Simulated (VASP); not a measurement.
# FeSi (P2_13) in VASP: phonons with PBE

Aim: the phonons of FeSi with PBE.

Program: VASP 6.6.1. These are calculated values, not measurements. Logs are shortened: lines on timing, memory, paths and dates and some standing lists are left out, and cuts for length are marked.

## (1) The structure

Symmetry: P2_13, No. 198, cubic system. Conventional cell: a = 4.551 Å, b = 4.551 Å, c = 4.551 Å, α = 90.00°, β = 90.00°, γ = 90.00°. Around Fe (site symmetry 3) lie 7 Si at 2.32 to 2.55 Å. Si (site symmetry 3) is surrounded by 7 Fe at 2.32 to 2.55 Å.

## (2) Phonons, PBE

POSCAR

```
FeSi
1.0
    4.5507000000      0.0000000000      0.0000000000
    0.0000000000      4.5507000000      0.0000000000
    0.0000000000      0.0000000000      4.5507000000
Fe Si
4 4
Direct
    0.1365200000      0.1365200000      0.1365200000
    0.3634800000      0.8634800000      0.6365200000
    0.6365200000      0.3634800000      0.8634800000
    0.8634800000      0.6365200000      0.3634800000
    0.8424000000      0.8424000000      0.8424000000
    0.6576000000      0.1576000000      0.3424000000
    0.3424000000      0.6576000000      0.1576000000
    0.1576000000      0.3424000000      0.6576000000
```

INCAR.step1

```
SYSTEM = FeSi
  ALGO = Normal
  EDIFF = 1E-8
  EDIFFG = -0.002
  ENCUT = 600
  GGA = PE
  IBRION = 2
  ISIF = 3
  ISMEAR = -1
  LASPH = .TRUE.
  LCHARG = .FALSE.
  LREAL = .FALSE.
  LWAVE = .FALSE.
  NELM = 120
  NSW = 40
  PREC = Accurate
  SIGMA = 0.01
```

INCAR.step2

```
SYSTEM = FeSi
  ALGO = Normal
  EDIFF = 1E-8
  ENCUT = 600
  GGA = PE
  IBRION = 8
  ISIF = 2
  ISMEAR = -1
  LASPH = .TRUE.
  LCHARG = .FALSE.
  LREAL = .FALSE.
  LWAVE = .FALSE.
  NELM = 120
  NSW = 1
  PREC = Accurate
  SIGMA = 0.01
```

KPOINTS

```
k-points
0
G
  6 6 6
  0 0 0
```

Potentials or basis: VASP PAW PBE potentials, release 64 (Fe, Si).

Command:

```bash
> cat potpaw_PBE.64/Fe/POTCAR potpaw_PBE.64/Si/POTCAR > POTCAR
> cp INCAR.step1 INCAR
> mpirun -np 1 vasp_std > vasp.out
> cp CONTCAR POSCAR
> cp INCAR.step2 INCAR
> mpirun -np 1 vasp_std > vasp.out
```

OUTCAR:

```text
SYSTEM = FeSi
   EDIFF = 1E-8
   ENCUT = 600
   GGA = PE
   IBRION = 8
   ISIF = 2
   ISMEAR = -1
   LASPH = .TRUE.
   LREAL = .FALSE.
   NELM = 120
   NSW = 1
   PREC = Accurate

 ion  position               nearest neighbor table
   1  0.136  0.136  0.136-   5 2.28   6 2.31   7 2.31   8 2.31   7 2.50   8 2.50   6 2.50   3 2.73
                             4 2.73   2 2.73   2 2.73   4 2.73   3 2.73
   2  0.364  0.864  0.636-   6 2.28   5 2.31   7 2.31   8 2.31   7 2.50   8 2.50   5 2.50   1 2.73
                             1 2.73   3 2.73   3 2.73   4 2.73   4 2.73
   3  0.636  0.364  0.864-   7 2.28   6 2.31   5 2.31   8 2.31   8 2.50   6 2.50   5 2.50   1 2.73
                             4 2.73   2 2.73   2 2.73   4 2.73   1 2.73
   4  0.864  0.636  0.364-   8 2.28   6 2.31   7 2.31   5 2.31   6 2.50   5 2.50   7 2.50   1 2.73
                             3 2.73   2 2.73   1 2.73   2 2.73   3 2.73
   5  0.841  0.841  0.841-   1 2.28   2 2.31   3 2.31   4 2.31   3 2.50   4 2.50   2 2.50   6 2.76
                             7 2.76   8 2.76   6 2.76   8 2.76   7 2.76
   6  0.659  0.159  0.341-   2 2.28   1 2.31   3 2.31   4 2.31   3 2.50   4 2.50   1 2.50   8 2.76
                             5 2.76   5 2.76   7 2.76   7 2.76   8 2.76
   7  0.341  0.659  0.159-   3 2.28   2 2.31   1 2.31   4 2.31   4 2.50   2 2.50   1 2.50   8 2.76
                             5 2.76   8 2.76   6 2.76   6 2.76   5 2.76
   8  0.159  0.341  0.659-   4 2.28   2 2.31   3 2.31   1 2.31   2 2.50   1 2.50   3 2.50   7 2.76
                             5 2.76   7 2.76   5 2.76   6 2.76   6 2.76

  LATTYP: Found a simple cubic cell.
 ALAT       =     4.4482829361

  Lattice vectors:

 A1 = (   4.4482829361,   0.0000000000,   0.0000000000)
 A2 = (   0.0000000000,   4.4482829361,   0.0000000000)
 A3 = (   0.0000000000,   0.0000000000,   4.4482829361)

Analysis of symmetry for initial positions (statically):
=====================================================================
 Subroutine PRICEL returns:
 Original cell was already a primitive cell.

 Routine SETGRP: Setting up the symmetry group for a
 simple cubic supercell.

 Subroutine GETGRP returns: Found 12 space group operations
 (whereof  3 operations were pure point group operations)
 out of a pool of 48 trial point group operations.

The static configuration has the point symmetry C_3 .
 The point group associated with its full space group is T   .

Analysis of symmetry for dynamics (positions and initial velocities):
=====================================================================
 Subroutine PRICEL returns:
 Original cell was already a primitive cell.

 Routine SETGRP: Setting up the symmetry group for a
 simple cubic supercell.

 Subroutine GETGRP returns: Found 12 space group operations
[... 974 lines left out ...]
  free  energy   TOTEN  =       -58.7810582550 eV

  energy  without entropy=      -58.7810457616  energy(sigma->0) =      -58.78105201

[... ionic steps 2 to 15 ...]

--------------------------------------- Ionic step       16  -------------------------------------------

 Free energy of the ion-electron system (eV)
  ---------------------------------------------------
  ---------------------------------------------------
  free energy    TOTEN  =        -0.02225305 eV

  energy without entropy =       -0.02225302

------------------------ aborting loop because EDIFF is reached ----------------------------------------

 INTERNAL STRAIN TENSOR  FOR ION    5  DIRECTION 1   (eV/Angst):
 -----------------------------------------------------------------------------
    -3.74657  1.23536 -0.47379
     1.23429 -0.44372  2.35451
    -0.36016  2.30783  0.87603

 INTERNAL STRAIN TENSOR FOR ION    8 for displacements in x,y,z  (eV/Angst):
          X           Y           Z          XY          YZ          ZX
  --------------------------------------------------------------------------------
  x     3.74657     0.44372    -0.87603     1.23429     2.30783     0.47379
  y     0.87603    -3.74657    -0.44372     0.47379    -1.23429     2.30783
  z     0.44372    -0.87603     3.74657     2.30783    -0.47379    -1.23429

 SECOND DERIVATIVES (NOT SYMMETRIZED)
 ------------------------------------
               1X          1Y          1Z          2X          2Y          2Z          3X          3Y          3Z          4X          4Y          4Z          5X          5Y          5Z          6X          6Y          6Z          7X          7Y          7Z          8X          8Y          8Z
  1X   -15.599583   -0.076183   -0.068693    1.809900    0.090628    0.675203    3.725989   -0.673023   -0.578438    0.554360    0.568635    0.081884    2.122674    1.763724    2.012879    5.296860   -0.123734   -1.599941    1.355279   -1.588718    0.120178    0.734520    0.038671   -0.643071
  1Y    -0.068693  -15.599583   -0.076183    0.081884    0.554360    0.568635    0.675203    1.809900    0.090628   -0.578438    3.725989   -0.673023    2.012879    2.122674    1.763724   -0.643071    0.734520    0.038671   -1.599941    5.296860   -0.123734    0.120178    1.355279   -1.588718
  1Z    -0.076183   -0.068693  -15.599583   -0.673023   -0.578438    3.725989    0.568635    0.081884    0.554360    0.090628    0.675203    1.809900    1.763724    2.012879    2.122674   -1.588718    0.120178    1.355279    0.038671   -0.643071    0.734520   -0.123734   -1.599941    5.296860
  2X     1.809900    0.090628   -0.675203  -15.599583   -0.076183    0.068693    0.554360    0.568635   -0.081884    3.725989   -0.673023    0.578438    5.296860   -0.123734    1.599941    2.122674    1.763724   -2.012879    0.734520    0.038671    0.643071    1.355279   -1.588718   -0.120178
  2Y     0.081884    0.554360   -0.568635   -0.068693  -15.599583    0.076183   -0.578438    3.725989    0.673023    0.675203    1.809900   -0.090628   -0.643071    0.734520   -0.038671    2.012879    2.122674   -1.763724    0.120178    1.355279    1.588718   -1.599941    5.296860    0.123734
  2Z     0.673023    0.578438    3.725989    0.076183    0.068693  -15.599583   -0.090628   -0.675203    1.809900   -0.568635   -0.081884    0.554360    1.588718   -0.120178    1.355279   -1.763724   -2.012879    2.122674    0.123734    1.599941    5.296860   -0.038671    0.643071    0.734520
  3X     3.725989    0.673023    0.578438    0.554360   -0.568635   -0.081884  -15.599583    0.076183    0.068693    1.809900   -0.090628   -0.675203    1.355279    1.588718   -0.120178    0.734520   -0.038671    0.643071    2.122674   -1.763724   -2.012879    5.296860    0.123734    1.599941
  3Y    -0.675203    1.809900    0.090628    0.578438    3.725989   -0.673023    0.068693  -15.599583   -0.076183   -0.081884    0.554360    0.568635    1.599941    5.296860   -0.123734   -0.120178    1.355279   -1.588718   -2.012879    2.122674    1.763724    0.643071    0.734520    0.038671
  3Z    -0.568635    0.081884    0.554360   -0.090628    0.675203    1.809900    0.076183   -0.068693  -15.599583    0.673023   -0.578438    3.725989   -0.038671   -0.643071    0.734520    0.123734   -1.599941    5.296860   -1.763724    2.012879    2.122674    1.588718    0.120178    1.355279
  4X     0.554360   -0.568635    0.081884    3.725989    0.673023   -0.578438    1.809900   -0.090628    0.675203  -15.599583    0.076183   -0.068693    0.734520   -0.038671   -0.643071    1.355279    1.588718    0.120178    5.296860    0.123734   -1.599941    2.122674   -1.763724    2.012879
  4Y     0.578438    3.725989    0.673023   -0.675203    1.809900   -0.090628   -0.081884    0.554360   -0.568635    0.068693  -15.599583    0.076183   -0.120178    1.355279    1.588718    1.599941    5.296860    0.123734    0.643071    0.734520   -0.038671   -2.012879    2.122674   -1.763724
  4Z     0.090628   -0.675203    1.809900    0.568635   -0.081884    0.554360   -0.673023    0.578438    3.725989   -0.076183    0.068693  -15.599583   -0.123734    1.599941    5.296860    0.038671    0.643071    0.734520   -1.588718   -0.120178    1.355279    1.763724   -2.012879    2.122674
  5X     2.127028    2.017881    1.763782    5.300552   -0.644719    1.587499    1.350466    1.602172   -0.038019    0.722675   -0.125423   -0.125959  -12.420338   -2.809866   -2.809018   -0.078344   -0.210380   -0.080001    1.991043    0.080226   -0.086758    1.006919    0.090109   -0.211527
  5Y     1.763782    2.127028    2.017881   -0.125959    0.722675   -0.125423    1.587499    5.300552   -0.644719   -0.038019    1.350466    1.602172   -2.809018  -12.420338   -2.809866   -0.211527    1.006919    0.090109   -0.080001   -0.078344   -0.210380   -0.086758    1.991043    0.080226
  5Z     2.017881    1.763782    2.127028    1.602172   -0.038019    1.350466   -0.125423   -0.125959    0.722675   -0.644719    1.587499    5.300552   -2.809866   -2.809018  -12.420338    0.080226   -0.086758    1.991043    0.090109   -0.211527    1.006919   -0.210380   -0.080001   -0.078344
  6X     5.300552   -0.644719   -1.587499    2.127028    2.017881   -1.763782    0.722675   -0.125423    0.125959    1.350466    1.602172    0.038019   -0.078344   -0.210380    0.080001  -12.420338   -2.809866    2.809018    1.006919    0.090109    0.211527    1.991043    0.080226    0.086758
  6Y    -0.125959    0.722675    0.125423    1.763782    2.127028   -2.017881   -0.038019    1.350466   -1.602172    1.587499    5.300552    0.644719   -0.211527    1.006919   -0.090109   -2.809018  -12.420338    2.809866   -0.086758    1.991043   -0.080226   -0.080001   -0.078344    0.210380
  6Z    -1.602172    0.038019    1.350466   -2.017881   -1.763782    2.127028    0.644719   -1.587499    5.300552    0.125423    0.125959    0.722675   -0.080226    0.086758    1.991043    2.809866    2.809018  -12.420338    0.210380    0.080001   -0.078344   -0.090109    0.211527    1.006919
  7X     1.350466   -1.602172    0.038019    0.722675    0.125423    0.125959    2.127028   -2.017881   -1.763782    5.300552    0.644719   -1.587499    1.991043   -0.080226    0.086758    1.006919   -0.090109    0.211527  -12.420338    2.809866    2.809018   -0.078344    0.210380    0.080001
  7Y    -1.587499    5.300552   -0.644719    0.038019    1.350466    1.602172   -1.763782    2.127028    2.017881    0.125959    0.722675   -0.125423    0.080001   -0.078344   -0.210380    0.086758    1.991043    0.080226    2.809018  -12.420338   -2.809866    0.211527    1.006919    0.090109
  7Z     0.125423   -0.125959    0.722675    0.644719    1.587499    5.300552   -2.017881    1.763782    2.127028   -1.602172   -0.038019    1.350466   -0.090109   -0.211527    1.006919    0.210380   -0.080001   -0.078344    2.809866   -2.809018  -12.420338   -0.080226   -0.086758    1.991043
  8X     0.722675    0.125423   -0.125959    1.350466   -1.602172   -0.038019    5.300552    0.644719    1.587499    2.127028   -2.017881    1.763782    1.006919   -0.090109   -0.211527    1.991043   -0.080226   -0.086758   -0.078344    0.210380   -0.080001  -12.420338    2.809866   -2.809018
  8Y     0.038019    1.350466   -1.602172   -1.587499    5.300552    0.644719    0.125959    0.722675    0.125423   -1.763782    2.127028   -2.017881    0.086758    1.991043   -0.080226    0.080001   -0.078344    0.210380    0.211527    1.006919   -0.090109    2.809018  -12.420338    2.809866
  8Z    -0.644719   -1.587499    5.300552   -0.125423    0.125959    0.722675    1.602172    0.038019    1.350466    2.017881   -1.763782    2.127028   -0.210380    0.080001   -0.078344    0.090109    0.211527    1.006919    0.080226    0.086758    1.991043   -2.809866    2.809018  -12.420338

 Eigenvectors and eigenvalues of the dynamical matrix
 ----------------------------------------------------

   1 f  =   13.979055 THz    87.832995 2PiTHz  466.291096 cm-1    57.812702 meV
             X         Y         Z           dx          dy          dz
      0.606524  0.606524  0.606524     0.212106    0.016051    0.024332
      1.617617  3.841759  2.830665     0.182239    0.109248   -0.119228
      2.830665  1.617617  3.841759    -0.004872    0.081275   -0.179192
      3.841759  2.830665  1.617617     0.024995    0.174471    0.084296
      3.739978  3.739978  3.739978    -0.258304   -0.218638   -0.312621
      2.932447  0.708305  1.515836    -0.424658   -0.413275    0.446419
      1.515836  2.932447  0.708305    -0.033886    0.144648    0.112429
      0.708305  1.515836  2.932447     0.132469   -0.049988    0.021369
[... 243 lines left out ...]
  24 f/i=    0.004225 THz     0.026549 2PiTHz    0.140947 cm-1     0.017475 meV
             X         Y         Z           dx          dy          dz
      0.606524  0.606524  0.606524    -0.032167   -0.000666   -0.406516
      1.617617  3.841759  2.830665    -0.031833   -0.000679   -0.406517
      2.830665  1.617617  3.841759    -0.031833   -0.000639   -0.406517
      3.841759  2.830665  1.617617    -0.032167   -0.000653   -0.406516
      3.739978  3.739978  3.739978    -0.022636   -0.000404   -0.288446
      2.932447  0.708305  1.515836    -0.022777   -0.000520   -0.288456
      1.515836  2.932447  0.708305    -0.022777   -0.000415   -0.288456
      0.708305  1.515836  2.932447    -0.022636   -0.000532   -0.288447

--------------------------------------------------------------------------------------------------------

 ELASTIC MODULI CONTR FROM IONIC RELAXATION (kBar)
 Direction    XX          YY          ZZ          XY          YZ          ZX
 --------------------------------------------------------------------------------
 XX        -281.1783    -48.2946    -48.2946     -0.0000     -0.0000     -0.0000
 YY         -48.2946   -281.1783    -48.2946      0.0000      0.0000     -0.0000
 ZZ         -48.2946    -48.2946   -281.1783     -0.0000     -0.0000     -0.0000
 XY          -0.0000      0.0000     -0.0000    -71.6639      0.0000     -0.0000
 YZ           0.0000     -0.0000     -0.0000      0.0000    -71.6639     -0.0000
 ZX          -0.0000      0.0000     -0.0000     -0.0000     -0.0000    -71.6639
 --------------------------------------------------------------------------------
```

Wall time 14 min (1 thread of Intel Xeon 6975P-C (Granite Rapids), shared host); peak memory 0.76 GiB.

What came out:

| Item | Value |
| --- | --- |
| Relaxed volume | 11.00 Å³/atom |
| Relaxed cell | a = 4.448 Å, b = 4.448 Å, c = 4.448 Å, α = 90.00°, β = 90.00°, γ = 90.00° |
| Space group after relaxing (to 0.05 Å) | P2_13 (No. 198) |
| Highest phonon frequency at Γ, LO-TO splitting left out | 466 cm⁻¹ |

The path:
```
step  energy change (eV)  largest force (eV/Å)  pressure (GPa)  volume (Å³)
   1              0.0000                0.2831          -13.69        94.24
   2              0.1715                0.5212           22.90        81.17
   3             -0.2901                0.1226           -0.23        88.11
   4             -0.2902                0.1186            0.08        87.99
   5             -0.2921                0.0270            0.07        88.00
   6             -0.2923                0.0042            0.06        88.00
   7             -0.2923                0.0054            0.06        88.00
   8             -0.2923                0.0018           -0.09        88.05
   9             -0.2923                0.0037            0.01        88.02
  10             -0.2923                0.0032           -0.01        88.02
  11             -0.2923                0.0016           -0.01        88.02
```

Final structure:
```
Fe Si
1.0
     4.44828    0.00000    0.00000
     0.00000    4.44828    0.00000
     0.00000    0.00000    4.44828
Fe Si
4 4
Direct
  0.13635 0.13635 0.13635
  0.36365 0.86365 0.63635
  0.63635 0.36365 0.86365
  0.86365 0.63635 0.36365
  0.84077 0.84077 0.84077
  0.65923 0.15923 0.34077
  0.34077 0.65923 0.15923
  0.15923 0.34077 0.65923
```

Phonon frequencies in cm⁻¹ (negative: imaginary):
| q point | frequencies |
| --- | --- |
| (0.000, 0.000, 0.000) | 0 0 0 208 208 230 230 230 239 298 298 298 340 340 340 341 341 362 362 362 402 466 466 466 |
